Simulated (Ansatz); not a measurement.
# BN (P6_3mc), zone-centre modes

Theory: DFT PBE, scalar-relativistic, plane waves, PAW in Ansatz. Settings: plane waves to 420 eV, k-mesh 12×12×6 (Γ-centred), Gaussian smearing 0.05 eV. No spin polarisation.

The undisturbed cell (relaxed at this level; this wurtzite form isn't the usual structure):

```
B N
1.0
     2.55458    0.00000    0.00000
    -1.27729    2.21233    0.00000
     0.00000    0.00000    4.22451
B N
2 2
Direct
  0.66667 0.33333 0.99981
  0.33333 0.66667 0.49981
  0.66667 0.33333 0.62519
  0.33333 0.66667 0.12519
```

Harmonic modes by finite displacements of 0.02 Å, without the LO–TO term.

Question: At this geometry, is the structure stable against these modes?

Answer: Yes: no mode is imaginary beyond 10 cm⁻¹, and only the three translations lie near zero.

Question: List the wavenumbers in cm⁻¹.

Answer: 0, 0, 0, 472, 472, 939, 939, 949, 1006, 1040, 1040, 1110.

Cost: 1 run of about 0.6 core-minutes, on Intel Xeon Platinum 8259CL (Skylake/Cascade Lake) (shared hosts).